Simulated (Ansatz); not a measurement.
# Where the states of ZrO$_{2}$ lie

```
Zr O
1.0
     0.00000    2.55785    2.55785
     2.55785    0.00000    2.55785
     2.55785    2.55785    0.00000
Zr O
1 2
Direct
  0.00000 0.00000 0.00000
  0.25000 0.25000 0.25000
  0.75000 0.75000 0.75000
```

The structure comes from a relaxation in the same program, started in the fluorite type, and has space group Fm-3m. Whether it is a known phase or the ground state wasn't checked.

These are results of DFT, PBE, all-electron LAPW, scalar-relativistic (Ansatz 0.2.0), not measurements.

Settings: a Γ-centred 14×14×14 k mesh, Fermi–Dirac smearing of 0.05 eV, basis error target 1 meV/atom, no spin polarisation.

States per eV and cell, averaged over 0.4 eV, from -5.7 to 3.7 eV, with energies (bin centres) from the valence-band top; empty bins are left out. The partial columns, the largest 5 alone, are projections on Löwdin-orthogonalised atomic shells (those that the program's projection atoms carry: the occupied ones and, for some elements, an empty d or f shell; other empty shells have no column), summed over atoms of an element. Weights on diffuse s and p shells depend on that basis and aren't pure angular character.

| E (eV) | total | O 2p | Zr 4d | Zr 5s | O 2s | Zr 4p |
| --- | --- | --- | --- | --- | --- | --- |
| -5.6 | 0.23 | 0.15 | 0.06 | 0.01 | 0.00 | 0.00 |
| -5.2 | 0.62 | 0.42 | 0.16 | 0.03 | 0.00 | 0.00 |
| -4.8 | 2.31 | 1.59 | 0.64 | 0.04 | 0.01 | 0.03 |
| -4.4 | 3.16 | 2.21 | 0.87 | 0.03 | 0.01 | 0.03 |
| -4.0 | 2.77 | 2.08 | 0.58 | 0.05 | 0.02 | 0.02 |
| -3.6 | 2.29 | 1.82 | 0.34 | 0.05 | 0.03 | 0.02 |
| -3.2 | 2.45 | 2.01 | 0.29 | 0.06 | 0.03 | 0.02 |
| -2.8 | 1.44 | 1.19 | 0.15 | 0.04 | 0.03 | 0.01 |
| -2.4 | 1.65 | 1.37 | 0.18 | 0.02 | 0.04 | 0.01 |
| -2.0 | 2.26 | 1.93 | 0.23 | 0.02 | 0.03 | 0.02 |
| -1.6 | 2.40 | 2.08 | 0.23 | 0.02 | 0.03 | 0.02 |
| -1.2 | 3.84 | 3.37 | 0.36 | 0.03 | 0.02 | 0.03 |
| -0.8 | 3.06 | 2.81 | 0.17 | 0.01 | 0.02 | 0.02 |
| -0.4 | 1.36 | 1.30 | 0.03 | 0.00 | 0.01 | 0.01 |
| 0.0 | 0.17 | 0.17 | 0.00 | 0.00 | 0.00 | 0.00 |
| 3.6 | 0.46 | 0.02 | 0.44 | 0.00 | 0.00 | 0.00 |

Task: Which of the resolved shells contributes most in the top eV of the valence band?

Result: O 2p, with 93 % of all states there; Zr 4d follows with 4 %.

Task: Where is the centre of the filled Zr 4d states between -12 eV and the top of the filled states?

Result: -3.47 eV from the valence-band top.
